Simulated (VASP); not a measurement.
A run of VASP 6.6.1:

The input INCAR:

```
PREC     = Accurate       # precision mode
ENCUT    = 520            # plane-wave cutoff, eV
EDIFF    = 1E-6           # SCF threshold, eV
ISMEAR   = 0              # smearing method
SIGMA    = 0.15           # smearing width, eV
LREAL    = F              # projectors in reciprocal space
LASPH    = T              # aspherical terms in the spheres
NELM     = 100            # most SCF steps
ALGO     = Normal         # electronic algorithm
ISIF     = 2              # what is computed and relaxed
LWAVE    = F              # write WAVECAR
LCHARG   = T              # write CHGCAR
GGA      = PS             # functional
LELF     = T              # ELF
LVHAR    = T            
NBANDS   = 8              # bands
```

Contents of KPOINTS:

```
regular mesh
0
Gamma
  20 20 20
```

The input POSCAR:

```
Al
1.0
   -1.5753065031      1.5753065031      1.5912186900
    1.5753065031     -1.5753065031      1.5912186900
    1.5753065031      1.5753065031     -1.5912186900
Al
1
Direct
    0.0000000000      0.0000000000      0.0000000000
```

Potentials or basis: VASP PAW PBE potentials, release 64 (Al).

Command:

```console
$ cat potpaw_PBE.64/Al/POTCAR > POTCAR
$ mpirun -np 1 vasp_std > vasp.out
```

Hardware: 1 thread of Intel(R) Xeon(R) Platinum 8375C CPU @ 2.90GHz (Ice Lake), with other jobs on the host.

**Question.** Estimate the wall time of this run.

**Answer.** Run time: 54 s on 1 thread of Intel(R) Xeon(R) Platinum 8375C CPU @ 2.90GHz (Ice Lake), with other jobs on the host, peak memory 0.17 GiB. Counts: scf iterations 9, k points 641.
